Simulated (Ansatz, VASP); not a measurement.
# Cross-check of Si54C53N (N_C) between VASP and Ansatz

Wanted: the spread between two codes on one cell, functional and k mesh. The cell is taken from a series of runs on this material, whose earlier steps may have relaxed, scaled, displaced or heated it; both programs get it as it stands.

Method: plane waves, with VASP 6.6.1 beside it; single point at r2SCAN, in Ansatz 0.2.0.

**1. The structure**

The cell holds 108 atoms: 54 Si, 53 C and 1 N. Its edges and angles: a = 9.236 Å, b = 9.236 Å, c = 15.108 Å, α = 90.0°, β = 90.0°, γ = 120.0°. It derives from SiC (SiC (P6_3mc)). Nearest the centre at fractional (0.556, 0.444, 0.542): N108 at 0.01 Å, Si47 at 1.90 Å, Si29 at 1.92 Å, Si53 at 1.92 Å, Si27 at 1.93 Å, C97 at 3.05 Å, C81 at 3.06 Å, C100 at 3.06 Å.

**2. Ansatz: single point, r2SCAN**

Ansatz runs on its PAW soft_1 files.

A single point gives forces, pressure and levels at one fixed geometry, so differences don't come from the geometry; what else differs is listed under the comparison.

Contents of input.yaml:

```yaml
crystal:
  checkpoint: "../q0_M1.relax.run"
  host: checkpoint
basis:
  ecutwfc: 500
  xc_grid: 2
hamiltonian:
  xc: r2scan
  pseudopotentials: { kind: paw, azcp: { folder: soft_1 } }
kpoints:
  mp_grid: { grid: [2, 2, 2], shift: [0.5, 0.5, 0.5] }
magnetization:
  spin_polarized: true
  initial_magnetization: 1
  spin_locking: { lock_magnetization: hard }
scf:
  occupations: { method: fermi_dirac, width: 0.01 }
  max_iter: 60
output:
  forces: true
  eigenvalues: true
  charged_corrections:
    epsilon: [7.09, 7.09, 7.35]
    static_epsilon: [10.43, 10.43, 10.95]
    defect_position: [0.555556, 0.444444, 0.541528]
  eigenstates: { localisation: true }
  populations: true
  efg: {}
checkpoint:
  read: "../q0_M1.relax.run"
  write: "../q0_M1.point.run"
  compress: false
  write_wavefunctions: false
  write_every: 100000
```

On the command line:

```console
> ansatz run input.yaml --threads 4 --pin off --max-ram 15073MiB --backend cpu --events-out ev --progress --plain --runs-dir out
```

Numbers of over 12 decimals in the logs are rounded to 6 here.

Output:

```text
Warning: This run holds its total moment fixed (magnetization.spin_locking.lock_magnetization: hard) and mixes its density by anderson or broyden (scf.mixing.algorithm, typed or taken by auto). Slabs with a fixed moment have converged under broyden above another state at the same moment, at the default mixing steps and at smaller ones, and under scf.lower_state_search: standard, light or off a state that such a mixer [...]
crystal.checkpoint: the structure is that of <dir>, a `relax` run, at its step 5: its result, under r2scan at a charge of 0 e; 108 atoms read, 0 with a starting moment; crystal.structure_sha256 for this input is
Engine: ansatz 0.2.0, aarch64-unknown-linux-gnu
Pseudopotentials: kind: paw
Pseudopotential: Si, paw, valence charge 4, recommended cutoff 500 eV (meta_gga), soft_1/Si.paw.azcp
Pseudopotential: C, paw, valence charge 4, recommended cutoff 500 eV (meta_gga), soft_1/C.paw.azcp
Pseudopotential: N, paw, valence charge 5, recommended cutoff 500 eV (meta_gga), soft_1/N.paw.azcp
Functional definition: r2SCAN
  parameter k0 = 0.174
  parameter k1 = 0.065
  parameter a1 = 4.9479
  exchange = r2scan_x(k0 = k0, k1 = k1, a1 = a1)
  correlation = r2scan_c
Crystal: 108 atoms, lattice volume = 1116.095 Å³
Basis set: ecut = 500 eV, 28399 PW (Γ), exchange–correlation on 144×144×240 points (8 copies of the dense FFT grid, shifted against one another)
Bands: 325, of which v1, the nominal top of the filled ones, is band 217 counted from 1 (216 counted from 0)
Symmetry: 1 space group operations
Space group: P1 (ITA 1), of the structure as read, at distance tolerance 1.0e-4 Å
Magnetic group: BNS 1.1 (UNI 1), of the structure as read, at distance tolerance 1.0e-4 Å
k-points: 4 of 8 (time reversal used)
Non-local potential: Si, projectors of the file, l = 0: 2, l = 1: 2, l = 2: 1
Non-local potential: C, projectors of the file, l = 0: 2, l = 1: 2, l = 2: 1
Non-local potential: N, projectors of the file, l = 0: 2, l = 1: 2, l = 2: 1
PAW form: soft (Blöchl's): semilocal exchange-correlation on the pseudo side does not see the compensation charge
PAW frozen core: Si, regenerated for the run's functional (the file was generated under x = pbe(κ = 0.804, μ = 0.219515), c = pbe(β = 0.066725))
PAW frozen core: C, regenerated for the run's functional (the file was generated under x = pbe(κ = 0.804, μ = 0.219515), c = pbe(β = 0.066725))
PAW frozen core: N, regenerated for the run's functional (the file was generated under x = pbe(κ = 0.804, μ = 0.219515), c = pbe(β = 0.066725))
PAW one-centre angular grid: Si, 302 points (default); XC on 160 Gauss nodes
PAW one-centre angular grid: C, 302 points (default); XC on 219 of its mesh's 2255 points in the sphere
PAW one-centre angular grid: N, 302 points (default); XC on 160 Gauss nodes
Initial density: read from a saved state, or passed on in memory by an earlier SCF of this step, an earlier step, the calling program or the single point that the run made first
Stability of the state it starts from, as read at its close in the collinear treatment: not read, because the mixer in use, unlike msr1, does not test its closes by its own steps (another_mixer); its run was given moments
Starting moments: Σ|m| = 1 μB on 108 of 108 sites; this step starts from the density that it was given
Initial wavefunctions: pseudopotential atomic-orbital guess — the wavefunctions supplied were not used: k-point sampling differs
Functional: x = r2scan, c = r2scan; τ floored in thin density (d = 2e-4 eV/Å³)
iter 1 solved again at ethr=1.77e-5 eV; its pass at ethr=3.10e-3 eV (dr2=7.68e-2 eV) is discarded
SCF iter   1: F=—  HF=-48264.914067 eV  |F-HF|=—  |Δ(HF+E_count)|=         —  Δρ=1.53e-3 (↑1.52e-3 ↓1.53e-3)  dr2=7.51e-2  dr2_τ=1.14e-3  dr2_m=1.18e-3  M=1.000 μB ∫|m|=1.099 μB  β_m=1.20  ethr=1.77e-5  ⟨swp⟩=8.5  Hψ=19354  notcnv=0
preconditioner: auto → Resta (q_TF=auto, 2.330 Å⁻¹)  ε∞=4.3  [insulator: Δε(μ)=0.099 eV  Ē_g=12.786 eV  σ=0.010 eV  W_gap=0.99  n_scr=244 (ndim 8)  ℏωp=23.1 eV  f_vac=0.000  D(μ)=0.47/eV (n_scr^D=0)  ε∞_Penn≈4.3]
spin=Collinear: Resta preconditioning applied to the charge; magnetization (m = ρ↑ − ρ↓) channel mixes plain (no charge-response kernel on spin).
SCF iter   2: F=—  HF=-48264.922466 eV  |F-HF|=—  |Δ(HF+E_count)|=   8.40e-3  Δρ=1.08e-3 (↑1.07e-3 ↓1.08e-3)  dr2=3.54e-2  dr2_τ=1.21e-4  dr2_m=4.36e-5  M=1.000 μB ∫|m|=1.088 μB  β_m=1.20  ethr=1.73e-5  ⟨swp⟩=4.5  Hψ=4860  notcnv=0  κ⁻¹=1.0e0(r=1)
[...]
k-point 3 ↓: bands = [... 213 lower, 9.1115, 9.1661, 9.3598, 12.0312, 12.1621, 12.5578, 12.7025, 12.9135, ... 104 higher]
--- Löwdin populations: 108 sites ---
  site symbol       q [e]    m [muB]
     0     Si      2.9348     0.0079
     1     Si      2.9336     0.0041
     2     Si      2.9542     0.0267
     3     Si      2.9498     0.0061
     4     Si      2.9587     0.0235
     5     Si      2.9478     0.0030
     6      C      4.9848     0.0013
     7      C      4.9827     0.0000
     8      C      4.9762     0.0078
     9      C      4.9718     0.0036
    10      C      4.9732     0.0089
    11      C      4.9738     0.0026
    12     Si      2.9348     0.0075
    13     Si      2.9344     0.0038
    14     Si      2.9542     0.0238
    15     Si      2.9501     0.0057
    16     Si      2.9535     0.0195
    17     Si      2.9487     0.0025
    18      C      4.9846     0.0014
    19      C      4.9835     0.0022
    20      C      4.9726     0.0055
    21      C      4.9707     0.0013
    22      C      4.9737     0.0045
    23      C      4.9729     0.0034
[...]
100     Si      2.9070     0.0409
   101     Si      2.9474     0.0035
   102      C      4.9845     0.0022
   103      C      4.9827    -0.0029
   104      C      4.9763     0.0078
   105      C      4.9718     0.0036
   106      C      4.9731     0.0089
   107      C      4.9738     0.0026
  spilling = 0.010435 (of n_electrons = 433.000000)
```

**3. VASP: single point, r2SCAN**

The same cell, functional, mesh and smearing now go to VASP, with its own data sets.

Lines of VASP's logs that name or quote its potential files are left out, and so is its time.

Contents of INCAR:

```
SYSTEM = Si54C53N
PREC = Accurate
ENCUT = 580
EDIFF = 1E-06
NELM = 200
ISMEAR = -1
SIGMA = 0.01
LREAL = Auto
ALGO = Normal
METAGGA = R2SCAN
LASPH = .TRUE.
NBANDS = 292
ISPIN = 2
MAGMOM = 0 0 0 0 0 0 0 0 0 0 0 0 0 0 0 0 0 0 0 0 0 0 0 0 0 0 0.01 0 0.01 0 0 0 0 0 0 0 0 0 0 0 0 0 0 0 0 0 0.01 0 0 0 0 0 0.01 0 0 0 0 0 0 0 0 0 0 0 0 0 0 0 -0 0 0 0 0 0 -0 0 0 0 0 -0 -0 0 0 0 0 0 0 0 0 0 0 0 0 0 0 0 0 -0 0 0 0 0 -0 0 0 0 0 0.01
LORBIT = 11
LWAVE = .FALSE.
LCHARG = .FALSE.
ISIF = 2
ISYM = 0
NUPDOWN = 1
GGA_COMPAT = .FALSE.
LMIXTAU = .TRUE.
```

Contents of POSCAR:

```
Si54C53N
1.0
    9.2359949282      0.0000000000      0.0000000000
   -4.6179974641      7.9986062370      0.0000000000
    0.0000000000      0.0000000000     15.1078644027
Si C N
54 53 1
Direct
    0.1117940249      0.2211068432      0.8330603901
    0.2213950857      0.1118969083      0.3329651653
    0.2222755769      0.1102339440      0.6672906638
[... 1 atom line left out ...]
    0.9989792233      0.0012542458      0.4995535949
[... 2 atom lines left out ...]
    0.2214908378      0.4459873071      0.3330726804
    0.2218554348      0.4441612531      0.6668178754
[... 1 atom line left out ...]
    0.9992408270      0.3332779141      0.4997815317
[... 5 atom lines left out ...]
    0.0002246378      0.6674272698      0.5000274631
[... 1 atom line left out ...]
    0.4451053002      0.2219638799      0.8329638009
    0.5544146531      0.1119259960      0.3332695268
    0.5556773587      0.1108786191      0.6667332307
[... 1 atom line left out ...]
    0.3326361455      0.9998346061      0.5000181029
[... 1 atom line left out ...]
    0.4456909222      0.5542057045      0.8327452642
    0.5547877355      0.4457289812      0.3323787078
    0.5564663627      0.4435534976      0.6690474663
[... 1 atom line left out ...]
    0.3294727914      0.3328656174      0.4991432267
[... 2 atom lines left out ...]
    0.5545249373      0.7790580867      0.3330546885
    0.5560107965      0.7783664788      0.6668432721
[... 1 atom line left out ...]
    0.3327708210      0.6674396775      0.4998861656
[... 5 atom lines left out ...]
    0.6669708577      0.0010083771      0.4997933031
[... 1 atom line left out ...]
    0.7777724949      0.5546309366      0.8329337537
    0.8885195438      0.4460417706      0.3332657328
    0.8892485111      0.4444363187      0.6667098022
[... 1 atom line left out ...]
    0.6677857373      0.3323561156      0.4999951514
[... 2 atom lines left out ...]
    0.8886225258      0.7791163373      0.3329535039
    0.8898956341      0.7778797655      0.6672901024
[... 1 atom line left out ...]
    0.6673912327      0.6707175618      0.4990866250
[... 3 atom lines left out ...]
    0.1115611359      0.2217126516      0.7080946677
[... 1 atom line left out ...]
    0.2234211425      0.1125955325      0.5420086987
[... 5 atom lines left out ...]
    0.2233971195      0.4452009678      0.5420592491
[... 2 atom lines left out ...]
    0.9991233096      0.6683725249      0.3748620741
[... 5 atom lines left out ...]
    0.3321547785      0.0013948633      0.3748568321
    0.4450245087      0.2223034128      0.7073601851
[... 1 atom line left out ...]
    0.5547279286      0.1122867588      0.5417422018
[... 2 atom lines left out ...]
    0.3336151866      0.3353574271      0.3752735367
    0.4454272349      0.5546531662      0.7068208696
[... 3 atom lines left out ...]
    0.3324078596      0.6682089986      0.3748499859
[... 2 atom lines left out ...]
    0.5550060899      0.7767471842      0.5420636160
[... 3 atom lines left out ...]
    0.7781917775      0.2220574386      0.7082964228
[... 4 atom lines left out ...]
    0.6648371925      0.3356628985      0.3757587873
    0.7779291778      0.5552234807      0.7073228063
[... 1 atom line left out ...]
    0.8875958425      0.4451380559      0.5417388772
[... 2 atom lines left out ...]
    0.6652368467      0.6670156028      0.3752435602
    0.7782787531      0.8884610299      0.7081020775
[... 1 atom line left out ...]
    0.8875412937      0.7767481981      0.5420401019
[... 1 atom line left out ...]
    0.5551232888      0.4449845069      0.5417685753
```

Contents of KPOINTS:

```
Points of the shifted mesh
8
Reciprocal
 0.2500000000  0.2500000000  0.2500000000 1
 0.2500000000  0.2500000000  0.7500000000 1
 0.2500000000  0.7500000000  0.2500000000 1
 0.2500000000  0.7500000000  0.7500000000 1
 0.7500000000  0.2500000000  0.2500000000 1
 0.7500000000  0.2500000000  0.7500000000 1
 0.7500000000  0.7500000000  0.2500000000 1
 0.7500000000  0.7500000000  0.7500000000 1
```

PAW data sets: Si, C and N (PBE family, release 64).

On the command line:

```console
> export OMP_NUM_THREADS=4
> mpirun -np 1 vasp_std
```

Output:

```text
[banner, memory and clock lines left out]
running    1 mpi-ranks, on    1 nodes
[...]
Offloading initialized ...    1 GPUs detected
[...]
|                                                                             |
|               ----> ADVICE to this user running VASP <----                  |
|                                                                             |
|     You enforced a specific xc type in the INCAR file but a different       |
|     [... a line on the potential file left out ...]
|     I HOPE YOU KNOW WHAT YOU ARE DOING!                                     |
|                                                                             |

 LDA part: xc-table for (None), standard interpolation
 POSCAR, INCAR and KPOINTS ok, starting setup
[...]
entering main loop
       N       E                     dE             d eps       ncg     rms          rms(c)
DAV:   1     0.122911140983E+04    0.12291E+04   -0.21820E+05  9344   0.151E+03
DAV:   2    -0.103805234182E+04   -0.22672E+04   -0.21388E+04 11400   0.257E+02
DAV:   3    -0.120210458001E+04   -0.16405E+03   -0.16222E+03 11448   0.645E+01
DAV:   4    -0.120585038918E+04   -0.37458E+01   -0.37282E+01 11304   0.106E+01
[...]
DAV:  15    -0.104292513526E+04    0.26958E-05   -0.85232E-06 11568   0.753E-03    0.103E-02
DAV:  16    -0.104292513565E+04   -0.39200E-06   -0.10555E-05 10696   0.555E-03    0.544E-03
DAV:  17    -0.104292513591E+04   -0.25294E-06   -0.81362E-07  6016   0.214E-03
   1 F= -.10429251E+04 E0= -.10429248E+04  d E =-.580541E-03  mag=     0.9970
```

From OUTCAR (step 3):

```text
  FREE ENERGIE OF THE ION-ELECTRON SYSTEM (eV)
  ---------------------------------------------------
  free  energy   TOTEN  =     -1042.9251359069 eV

  energy  without entropy=    -1042.9245553657  energy(sigma->0) =    -1042.92484564

 magnetization (x)
# of ion       s       p       d       tot
------------------------------------------
    1        0.000   0.001   0.000   0.002
    2        0.001   0.001   0.000   0.002
    3        0.001   0.006   0.000   0.007
    4        0.000   0.002   0.000   0.002
    5        0.001   0.004   0.000   0.005
    6        0.000   0.000   0.000   0.000
    7        0.001   0.002   0.000   0.002
    8        0.001   0.001   0.000   0.001
    9        0.001   0.005   0.000   0.006
   10        0.000   0.001   0.000   0.002
   11        0.001   0.002   0.000   0.003
   12        0.000   0.000   0.000   0.000
   13        0.000   0.001   0.000   0.002
[...]
--------------------------------------------------
tot          0.102   0.120   0.000   0.222
```

The run ends at a pressure of -0.82 GPa, with forces up to 0.27 eV/Å.

**4. Comparison**

Known differences besides the potentials themselves: VASP starts from the moments at which Ansatz ended; VASP keeps PBE cores, Ansatz makes them for the functional; the cutoff is 500 eV in Ansatz and 580 eV in VASP (PREC = Accurate, projectors in real space). Total energies have different zeros and are not compared.

Compared:

| quantity | Ansatz | VASP | difference |
| --- | --- | --- | --- |
| total moment, fixed by the input (μB) | 1.00 | 1.00 | 0.00 |

Forces on 8 of the 108 atoms, those with the largest forces and the largest differences (eV/Å; atoms numbered as in POSCAR):

| atom | Ansatz x, y, z | VASP x, y, z |
| --- | --- | --- |
| Si5 | 0.117, -0.070, 0.122 | 0.113, -0.067, 0.121 |
| Si21 | 0.108, -0.088, 0.105 | 0.107, -0.084, 0.104 |
| Si27 | -0.150, 0.110, -0.037 | -0.150, 0.110, -0.016 |
| Si29 | 0.110, -0.194, 0.153 | 0.096, -0.200, 0.148 |
| Si45 | 0.137, -0.036, 0.112 | 0.132, -0.038, 0.111 |
| Si47 | -0.037, 0.003, -0.104 | -0.021, -0.005, -0.107 |
| Si53 | 0.212, 0.009, 0.170 | 0.212, 0.025, 0.164 |
| C97 | 0.131, -0.082, -0.036 | 0.127, -0.079, -0.038 |

The forces differ by 2.8 meV/Å r.m.s., which is 5.0 % of the r.m.s. force of 0.057 eV/Å (both taken over all components).

**5. Outcome**

```json
{
 "r.m.s. force difference (single point, r2SCAN)": "2.8 meV/Å"
}
```

The r.m.s. force difference is 2.8 meV/Å (single point, r2SCAN), within the 12 meV/Å picked in this series as the mark of a large difference. Such differences can come from data sets, numerical settings and the points named under the comparisons, not from the functional's error against experiment.

[Lines on the potential files, build, host, timing and source positions are cut from VASP's logs without a mark.]

[Logs are printed without paths, hosts, clocks, repeated set-up lines and the standing remarks that a program may print on its own settings, such as how far it seeks lower states.]

[Hosts, paths, dates, database ids (printed as entryN), source tags and the programs' standing remarks are cut or masked in the printed files.]
